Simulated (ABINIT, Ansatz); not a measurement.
# CdS (Greenockite): bands and cutoff in G0W0 with ABINIT

Aim: raise bands and screening cutoff together for CdS (Greenockite) and follow gap and time.

Program: ABINIT 10.8.3. Level of theory: PBE and many-body steps on it, plane waves. Results are calculated unless marked as measured.

### 1. Set-up

It takes space group P6_3mc (No. 186, hexagonal). Conventional cell: a = 4.137 Å, b = 4.137 Å, c = 6.714 Å, α = 90.00°, β = 90.00°, γ = 120.00°. Nearest to Cd lie 4 S at 2.52 to 2.53 Å. S has 4 Cd at 2.52 to 2.53 Å nearest. Farther neighbours and most contacts between anions are not listed.

Structure file:

```cif
data_structure
_symmetry_space_group_name_H-M 'P 1'
_symmetry_Int_Tables_number 1
_cell_length_a 4.1370
_cell_length_b 4.1370
_cell_length_c 6.7144
_cell_angle_alpha 90.000
_cell_angle_beta 90.000
_cell_angle_gamma 120.000
_cell_volume 99.52
loop_
_atom_site_label
_atom_site_type_symbol
_atom_site_fract_x
_atom_site_fract_y
_atom_site_fract_z
_atom_site_occupancy
Cd1 Cd 0.66667 0.33333 0.00000 1
Cd2 Cd 0.33333 0.66667 0.50000 1
S3 S 0.66667 0.33333 0.37500 1
S4 S 0.33333 0.66667 0.87500 1
```

The cell and positions come from the Crystallography Open Database and are kept as given unless a step says otherwise.

### 2. Empty states on the mesh, 3×3×2 mesh, 420 bands

This step: ABINIT 10.8.3; DFT, PBE, plane waves, norm-conserving pseudopotentials.

The sums over transitions need many empty states on a uniform mesh; this step solves for them.

run.abi

```
acell 3*1.0 Angstrom
rprim 
  4.137000000025 -0.000000000006 0.000000000000
  -2.068500000008 3.582747095481 0.000000000000
  0.000000000000 0.000000000000 6.714400000000
ntypat 2
znucl 48 16
natom 4
typat 1 1 2 2
xred 
  0.666666666667 0.333333333333 0.000000000000
  0.333333333333 0.666666666667 0.500000000000
  0.666666666667 0.333333333333 0.375000000000
  0.333333333333 0.666666666667 0.875000000000
pp_dirpath "pseudos"
pseudos "Cd.upf, S.upf"
ecut 47
ngkpt 3 3 2
nshiftk 1
shiftk 0 0 0
kptopt 1
chksymbreak 0
iscf -2
irdden 1
istwfk *1
nband 420
nbdbuf 38
tolwfr 1e-09
nstep 60
prtvol 0
indata_prefix "in"
outdata_prefix "out"
tmpdata_prefix "tmp"
```

Command:

```bash
$ OMP_NUM_THREADS=1 mpirun -n 4 abinit run.abi > log
```

Numbers of over 12 decimals in the logs are rounded to 6 here.

Log:

```text
.Version 10.8.3 of ABINIT. v10.8.2 released Aug 2026.

 Symmetries : space group P6_3 m c (#186); Bravais hP (primitive hexag.)
[... echo of the input left out ...]
== DATASET  1 ==================================================================
-   mpi_nproc: 4, omp_nthreads: 1 (-1 if OMP is not activated)

--- !DatasetInfo
iteration_state: {dtset: 1, }
dimensions: {natom: 4, nkpt: 6, mband: 420, nsppol: 1, nspinor: 1, nspden: 1, mpw: 10374, }
cutoff_energies: {ecut:  47.0, pawecutdg:  -1.0, }
[...]
5.05874    5.06402    5.06402    5.07706    5.07706    5.09764    5.09765    5.10693
   5.12225    5.13714    5.13775    5.16899    5.19773    5.20055    5.20334    5.21157
   5.21243    5.21658    5.22803    5.24056
 prteigrs : prtvol=0 or 1, do not print more k-points.

== END DATASET(S) ==============================================================
================================================================================

 -outvars: echo values of variables after computation  --------
            nband         420
             nkpt           6
          spgroup         186
 [... the other variables as echoed above ...]

 Calculation completed.
```

Run time: 22 min. Hardware: 4 MPI ranks of Intel Xeon Platinum 8259CL at 2.50GHz (Skylake/Cascade Lake), shared host; peak memory 0.82 GiB.

Numbers from this step:

```yaml
gap: 1.219 eV
k_of_the_valence_top: 0, 0, 0
k_of_the_conduction_bottom: 0, 0, 0
least_direct_gap: 1.219 eV
k_points_computed: 6
lowest_point_of_the_top_converged_band_above_the_valence_top: 126.2437 eV
```

On this mesh the gap is 1.219 eV.

The density comes from a self-consistent run that is not shown.

### 3. Screening, 3×3×2 mesh, 70 bands, screening to 76.2 eV

The RPA dielectric matrix is built and inverted for each q.

This step: RPA screening on PBE, plane waves, norm-conserving pseudopotentials.

Changes to run.abi since step 2:

```diff
@@ -22,10 +22,11 @@
 chksymbreak 0
-iscf -2
-irdden 1
 istwfk *1
-nband 420
-nbdbuf 38
-tolwfr 1e-09
-nstep 60
-prtvol 0
+occopt 1
+irdwfk 1
+optdriver 3
+nband 70
+ecuteps 2.8
+inclvkb 2
+awtr 1
+symchi 1
 indata_prefix "in"
```

Log:

```text
.Version 10.8.3 of ABINIT. v10.8.2 released Aug 2026.

 Symmetries : space group P6_3 m c (#186); Bravais hP (primitive hexag.)
[... echo of the input left out ...]
== DATASET  1 ==================================================================
-   mpi_nproc: 4, omp_nthreads: 1 (-1 if OMP is not activated)

--- !DatasetInfo
iteration_state: {dtset: 1, }
dimensions: {natom: 4, nkpt: 6, mband: 70, nsppol: 1, nspinor: 1, nspden: 1, mpw: 10374, }
cutoff_energies: {ecut:  47.0, pawecutdg:  -1.0, }
electrons: {nelect:   5.20000000E+01, charge:   0.00000000E+00, occopt:   1.00000000E+00, tsmear:   1.00000000E-02, }

 SCREENING: Calculation of the susceptibility and dielectric matrices

 Based on a program developped by R.W. Godby, V. Olevano, G. Onida, and L. Reining.
 Incorporated in ABINIT by V. Olevano, G.-M. Rignanese, and M. Torrent.
.Using double precision arithmetic ; gwpc =  8

[... cell and pseudopotentials left out ...]
--------------------------------------------------------------------------------

 ==== K-mesh for the wavefunctions ====
 Number of points in the irreducible wedge :     6
[... list of points left out ...]
 Together with 12 symmetry operations and time-reversal symmetry
 yields    18 points in the full Brillouin Zone.

 ==== Q-mesh for the screening function ====
 Number of points in the irreducible wedge :     6
[... list of points left out ...]
 Together with 12 symmetry operations and time-reversal symmetry
 yields    18 points in the full Brillouin Zone.

 setmesh: FFT mesh size selected  =    25x   25x   48
          total number of points  =        30000

 vcoul_init : cutoff-mode = AUXILIARY_FUNCTION
 q-points for optical limit:   1
     1)      0.000010    0.000020    0.000030

- screening: taking advantage of time-reversal symmetry
- Maximum band index for partially occupied states nbvw = 26
- Remaining bands to be divided among processors   nbcw = 44
- Number of bands treated by each node ~11

 Number of electrons calculated from density =   52.0000; Expected =   52.0000
 average of density, n =  0.077428
 r_s =    1.4555
 omega_plasma =   26.8414 [eV]

 calculating chi0 at frequencies [eV] :
  1    0.000000E+00    0.000000E+00
  2    0.000000E+00    2.684136E+01

--------------------------------------------------------------------------------
  q-point number  1        q = ( 0.000000, 0.000000, 0.000000) [r.l.u.]
--------------------------------------------------------------------------------
[... chi0 elements left out ...]
 For q-point:  0.000010 0.000020 0.000030
  dielectric constant =  13.1388
  dielectric constant without local fields =  13.8627

  Average fulfillment of the sum rule on Im[epsilon] for q-point    1 :     31.11  [%]
[... wings left out ...]
  q-point number  2        q = ( 0.333333, 0.000000, 0.000000) [r.l.u.]
--------------------------------------------------------------------------------
[... chi0 elements left out ...]
  Average fulfillment of the sum rule on Im[epsilon] for q-point    2 :     35.75  [%]

 [... 4 further q-points ...]
```

Wall time 42 s (4 MPI ranks); peak memory 1.1 GiB.

This step gave:

```
ε∞ with local fields, on this mesh, along the program's q direction : 13.14
the same without local fields                                       : 13.86
plasma frequency                                                    : 26.84 eV
plane waves in the screening matrix                                 : 135
```

Local fields lower ε∞ by 5 %. On a Γ-centred mesh this coarse the value itself is usually too large, while a short band sum pulls it down.

### 4. 70 bands, 76.2 eV

The self-energy is evaluated for the states that the input lists, and the levels follow from it, in one-shot runs by the linearised quasiparticle equation.

This step: G0W0 on PBE, plane waves, norm-conserving pseudopotentials.

Changes to run.abi since step 3:

```diff
@@ -25,8 +25,15 @@
 irdwfk 1
-optdriver 3
+optdriver 4
 nband 70
+gwcalctyp 0
+ecutsigx 47
+symsigma 1
+nkptgw 1
+kptgw 
+  0.0000000000 0.0000000000 0.0000000000
+bdgw 
+  25 28
 ecuteps 2.8
-inclvkb 2
-awtr 1
-symchi 1
+irdscr 1
+ppmodel 1
 indata_prefix "in"
```

Log:

```text
.Version 10.8.3 of ABINIT. v10.8.2 released Aug 2026.

 Symmetries : space group P6_3 m c (#186); Bravais hP (primitive hexag.)
[... echo of the input left out ...]
== DATASET  1 ==================================================================
-   mpi_nproc: 4, omp_nthreads: 1 (-1 if OMP is not activated)

--- !DatasetInfo
iteration_state: {dtset: 1, }
dimensions: {natom: 4, nkpt: 6, mband: 70, nsppol: 1, nspinor: 1, nspden: 1, mpw: 10374, }
cutoff_energies: {ecut:  47.0, pawecutdg:  -1.0, }
electrons: {nelect:   5.20000000E+01, charge:   0.00000000E+00, occopt:   1.00000000E+00, tsmear:   1.00000000E-02, }

 SIGMA: Calculation of the GW corrections

 Based on a program developped by R.W. Godby, V. Olevano, G. Onida, and L. Reining.
 Incorporated in ABINIT by V. Olevano, G.-M. Rignanese, and M. Torrent.
.Using double precision arithmetic ; gwpc =  8

[... cell and pseudopotentials left out ...]
--------------------------------------------------------------------------------

 ==== K-mesh for the wavefunctions ====
 Number of points in the irreducible wedge :     6
[... list of points left out ...]
 Together with 12 symmetry operations and time-reversal symmetry
 yields    18 points in the full Brillouin Zone.

 ==== Q-mesh for screening function ====
 Number of points in the irreducible wedge :     6
[... list of points left out ...]
 Together with 12 symmetry operations and time-reversal symmetry
 yields    18 points in the full Brillouin Zone.

 vcoul_init : cutoff-mode = AUXILIARY_FUNCTION
 q-points for optical limit:   1
     1)      0.000010    0.000020    0.000030
 setmesh: FFT mesh size selected  =    45x   45x   80
          total number of points  =       162000

 Number of electrons calculated from density =   52.0000; Expected =   52.0000
 average of density, n =  0.077428
 r_s =    1.4555
 omega_plasma =   26.8414 [eV]

 === KS Band Gaps ===
  >>>> For spin  1
   Minimum direct gap =   1.2185 [eV], located at k-point      :   0.0000  0.0000  0.0000
   Fundamental gap    =   1.2185 [eV], Top of valence bands at :   0.0000  0.0000  0.0000
                                       Bottom of conduction at :   0.0000  0.0000  0.0000
 SIGMA fundamental parameters:
 PLASMON POLE MODEL  1
 number of plane-waves for SigmaX                10251
 number of plane-waves for SigmaC and W            135
 number of plane-waves for wavefunctions         10251
 number of bands                                    70
 number of independent spin polarizations            1
 number of spinorial components                      1
 number of k-points in IBZ                           6
 number of q-points in IBZ                           6
 number of symmetry operations                      12
 number of k-points in BZ                           18
 number of q-points in BZ                           18
 number of frequencies for dSigma/dE                 9
 frequency step for dSigma/dE [eV]                0.25
 number of omega for Sigma on real axis              0
 max omega for Sigma on real axis  [eV]           0.00
 zcut for avoiding poles [eV]                     0.10

 EPSILON^-1 parameters (SCR file):
 dimension of the eps^-1 matrix on file            135
 dimension of the eps^-1 matrix used               135
 number of plane-waves for wavefunctions         10251
 number of bands                                    70
 number of q-points in IBZ                           6
 number of frequencies                               2
 number of real frequencies                          1
 number of imag frequencies                          1

 matrix elements of self-energy operator (all in [eV])

 Perturbative Calculation

--- !SelfEnergy_ee
iteration_state: {dtset: 1, }
kpoint     : [   0.000,    0.000,    0.000, ]
spin       : 1
KS_gap     :    1.219
QP_gap     :    2.138
Delta_QP_KS:    0.920
data: !SigmaeeData |
     Band     E0 <VxcDFT>   SigX SigC(E0)      Z dSigC/dE  Sig(E)    E-E0       E
       25   4.328 -15.356 -18.331   2.833   0.785  -0.274 -15.468  -0.112   4.216
       26   4.328 -15.356 -18.331   2.833   0.785  -0.274 -15.468  -0.112   4.216
       27   5.547 -10.669  -6.558  -3.119   0.815  -0.228  -9.861   0.808   6.355
       28   7.132 -11.029  -6.546  -3.285   0.815  -0.227 -10.053   0.976   8.108

== END DATASET(S) ==============================================================
================================================================================

 -outvars: echo values of variables after computation  --------
           etotal      0.0000000000E+00
            nband          70
             nkpt           6
          spgroup         186
 [... the other variables as echoed above ...]

 Calculation completed.
```

The job ended after 11 s (4 MPI ranks; peak memory 0.99 GiB; 41 s of CPU time).

Numbers from this step:

* G0W0 gap on the points computed: 2.139 eV
* starting gap on the mesh: 1.219 eV
* k of the valence top: 0, 0, 0
* k of the conduction bottom: 0, 0, 0
* Z at the valence top: 0.785
* Z at the conduction bottom: 0.815
* least direct G0W0 gap on the computed points: 2.139 eV

The gap on the mesh goes from 1.22 eV to 2.14 eV, a correction of +0.92 eV.

### 5. Screening, 3×3×2 mesh, 171 bands, screening to 141.5 eV

This step: RPA screening on PBE, plane waves, norm-conserving pseudopotentials.

Changes to run.abi since step 4:

```diff
@@ -25,15 +25,8 @@
 irdwfk 1
-optdriver 4
-nband 70
-gwcalctyp 0
-ecutsigx 47
-symsigma 1
-nkptgw 1
-kptgw 
-  0.0000000000 0.0000000000 0.0000000000
-bdgw 
-  25 28
-ecuteps 2.8
-irdscr 1
-ppmodel 1
+optdriver 3
+nband 171
+ecuteps 5.2
+inclvkb 2
+awtr 1
+symchi 1
 indata_prefix "in"
```

Log:

```text
.Version 10.8.3 of ABINIT. v10.8.2 released Aug 2026.

 Symmetries : space group P6_3 m c (#186); Bravais hP (primitive hexag.)
[... echo of the input left out ...]
== DATASET  1 ==================================================================
-   mpi_nproc: 4, omp_nthreads: 1 (-1 if OMP is not activated)

--- !DatasetInfo
iteration_state: {dtset: 1, }
dimensions: {natom: 4, nkpt: 6, mband: 171, nsppol: 1, nspinor: 1, nspden: 1, mpw: 10374, }
cutoff_energies: {ecut:  47.0, pawecutdg:  -1.0, }
electrons: {nelect:   5.20000000E+01, charge:   0.00000000E+00, occopt:   1.00000000E+00, tsmear:   1.00000000E-02, }

 SCREENING: Calculation of the susceptibility and dielectric matrices

 Based on a program developped by R.W. Godby, V. Olevano, G. Onida, and L. Reining.
 Incorporated in ABINIT by V. Olevano, G.-M. Rignanese, and M. Torrent.
.Using double precision arithmetic ; gwpc =  8

[... cell and pseudopotentials left out ...]
--------------------------------------------------------------------------------

 ==== K-mesh for the wavefunctions ====
 Number of points in the irreducible wedge :     6
[... list of points left out ...]
 Together with 12 symmetry operations and time-reversal symmetry
 yields    18 points in the full Brillouin Zone.

 ==== Q-mesh for the screening function ====
 Number of points in the irreducible wedge :     6
[... list of points left out ...]
 Together with 12 symmetry operations and time-reversal symmetry
 yields    18 points in the full Brillouin Zone.

 setmesh: FFT mesh size selected  =    27x   27x   54
          total number of points  =        39366

 vcoul_init : cutoff-mode = AUXILIARY_FUNCTION
 q-points for optical limit:   1
     1)      0.000010    0.000020    0.000030

- screening: taking advantage of time-reversal symmetry
- Maximum band index for partially occupied states nbvw = 26
- Remaining bands to be divided among processors   nbcw = 145
- Number of bands treated by each node ~36

 Number of electrons calculated from density =   52.0000; Expected =   52.0000
 average of density, n =  0.077428
 r_s =    1.4555
 omega_plasma =   26.8414 [eV]

 calculating chi0 at frequencies [eV] :
  1    0.000000E+00    0.000000E+00
  2    0.000000E+00    2.684136E+01

--------------------------------------------------------------------------------
  q-point number  1        q = ( 0.000000, 0.000000, 0.000000) [r.l.u.]
--------------------------------------------------------------------------------
[... chi0 elements left out ...]
 For q-point:  0.000010 0.000020 0.000030
  dielectric constant =  13.1670
  dielectric constant without local fields =  13.9526

  Average fulfillment of the sum rule on Im[epsilon] for q-point    1 :     61.13  [%]
[... wings left out ...]
  q-point number  2        q = ( 0.333333, 0.000000, 0.000000) [r.l.u.]
--------------------------------------------------------------------------------
[... chi0 elements left out ...]
  Average fulfillment of the sum rule on Im[epsilon] for q-point    2 :     65.78  [%]

 [... 4 further q-points ...]
```

Run time: 3.6 min. Hardware: 4 MPI ranks; peak memory 1.6 GiB.

This step gave:

- ε∞ with local fields, on this mesh, along the program's q direction: 13.17
- the same without local fields: 13.95
- plasma frequency: 26.84 eV
- plane waves in the screening matrix: 379

[end of part 1 of 2]

[Paths, hosts, dates, memory and timing lines, banners, echoed tables and standing remarks are left out of the program output.]

[Logs are printed without paths, hosts, clocks, repeated set-up lines and the standing remarks that a program may print on its own settings, such as how far it seeks lower states.]

[Runs of the session that timed out or met a known fault of the program may be left out.]

[Hosts, paths, dates, database ids (printed as entryN), source tags and the programs' standing remarks are cut or masked in the printed files.]

[G0W0 gaps are taken among the corrected bands and points alone; a level outside them can change the order at an edge.]

[Where Ansatz stands beside ABINIT at settings called matched, ABINIT's density can come from a denser mesh and the files from another edition; pairs whose starting gaps differed by over 0.03 eV were left out, so agreement reads better than it is.]
